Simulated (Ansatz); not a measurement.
**Si: moving Si off its site**

Si, Fd-3m, a = 5.431 Å (as given, not relaxed at this level: 0.7 GPa). Ansatz: r2SCAN, PAW, 500 eV, Γ-centred 6×6×6 mesh on 8 atoms, Gaussian smearing 0.05 eV; no spin polarisation.

```xyz
8
Lattice="5.4309 0.0000 0.0000 0.0000 -5.4309 0.0000 0.0000 0.0000 -5.4309" Properties=species:S:1:pos:R:3 pbc="T T T"
Si    2.7155    0.0000    0.0000
Si    0.0000   -2.7155    0.0000
Si    0.0000    0.0000   -2.7155
Si    2.7155   -2.7155   -2.7155
Si    4.0732   -4.0732   -4.0732
Si    1.3577   -1.3577   -4.0732
Si    1.3577   -4.0732   -1.3577
Si    4.0732   -1.3577   -1.3577
```

Atom 1 (Si) moves by x along the unit vector (0.000, 0.000, 1.000), with its periodic images; all else is held. y is the free energy of the cell over the start, F the force along the path summed over the moved atoms. Symmetry makes y even in x.

| x (Å) | y (meV) | F (eV/Å) |
| --- | --- | --- |
| -0.450 | ? | ? |
| -0.270 | 508.4 | 3.67 |
| -0.090 | 57.7 | 1.28 |
| 0.000 | 0.0 | 0.00 |
| 0.135 | 129.3 | -1.91 |
| 0.180 | 228.9 | -2.52 |
| 0.225 | 355.6 | -3.11 |
| 0.315 | 685.9 | -4.21 |
| 0.360 | 886.7 | -4.71 |
| 0.405 | 1109.2 | -5.17 |

Fit y = c2 x² + c4 x⁴ to the energies of the other rows, give the force constant, and predict energy and force of the missing row.

Least squares on the rows shown. y = 7141.5 x² − 2311.2 x⁴. The force constant is 2 c2 = 14.3 eV/Å² (for all images moving together, not for a lone atom). The force −dy/dx at the missing row is 5.58 eV/Å (computed 5.59). At x = -0.450 the fit asked for gives 1351.4 meV. The run gave 1351.7 meV, so the fit is 0.3 meV too low, a small miss on the scale of the series.